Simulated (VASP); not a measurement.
**Sn: single point with r2SCAN**

Crystal: Sn.

```
Sn
1.0
    -1.89465    1.89465    1.89465
     1.89465   -1.89465    1.89465
     1.89465    1.89465   -1.89465
Sn
1
Direct
  0.00000 0.00000 0.00000
```

This isn't the form of Sn at room conditions, which is tetragonal (white tin).

```
Program             : VASP 6.6.1
Task                : single point
Functional          : r2SCAN
Potentials or basis : VASP PAW PBE potentials, release 64 (Sn_d)
Cutoff              : 520 eV
k mesh              : 14 × 14 × 14
Occupations         : fermi-dirac, width 0.08 eV
Spin                : no spin polarisation
```

| Item | Value |
| --- | --- |
| Pressure | -0.5 GPa |
| Band gap on the k mesh | none (metal or under the smearing width) |

Levels at points of the mesh, in eV from the Fermi level:
| k point | band 3 | band 4 | band 5 | band 6 | band 7 | band 8 | band 9 | band 10 | band 11 | band 12 |
| --- | --- | --- | --- | --- | --- | --- | --- | --- | --- | --- |
| (0.00, 0.00, 0.00) | -22.25 | -22.10 | -22.10 | -11.63 | 8.44 | 8.44 | 8.44 | 12.93 | 12.93 | 12.93 |
| (0.50, 0.00, 0.00) | -22.11 | -22.11 | -22.01 | -6.63 | -4.67 | 3.76 | 5.86 | 8.58 | 8.63 | 15.96 |
| (0.50, 0.50, 0.50) | -22.03 | -22.03 | -22.03 | -2.31 | -0.57 | -0.57 | -0.57 | 4.20 | 4.20 | 19.11 |

Run time: 2 min on 1 thread of Intel(R) Xeon(R) Platinum 8375C CPU @ 2.90GHz (Ice Lake) (shared host), peak memory 0.16 GiB.

Caveat: the PAW data sets were made with another functional, which shifts forces and pressure a little.
